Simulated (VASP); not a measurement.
A run of VASP 6.6.1 is set up as follows.

File INCAR:

```
PREC = Accurate
ENCUT = 520
EDIFF = 1E-8
ISMEAR = -1
SIGMA = 0.05
LREAL = F
LASPH = T
NELM = 100
ALGO = Fast
ISIF = 2
LWAVE = F
LCHARG = F
GGA = PE
LEFG = T
NBANDS = 21
ISYM = 0
```

Contents of KPOINTS:

```
regular mesh
0
Gamma
  15 15 10
```

Contents of POSCAR:

```
Sn
1.0
   -2.8962799473      2.8962799473      1.5799741750
    2.8962799473     -2.8962799473      1.5799741750
    2.8962799473      2.8962799473     -1.5799741750
Sn
2
Direct
    0.0000000000      0.0000000000      0.0000000000
    0.7500000000      0.2500000000      0.5000000000
```

Potentials or basis: VASP PAW PBE potentials, release 64 (Sn_d).

The run is started by

```sh
$ cat potpaw_PBE.64/Sn_d/POTCAR > POTCAR
$ mpirun -np 1 vasp_std > vasp.out
```

(1) Predict the pressure.

(2) What does it give for the band gap on the k mesh?

## Answers

(1) 3.9 GPa.

(2) none (metal or under the smearing width).
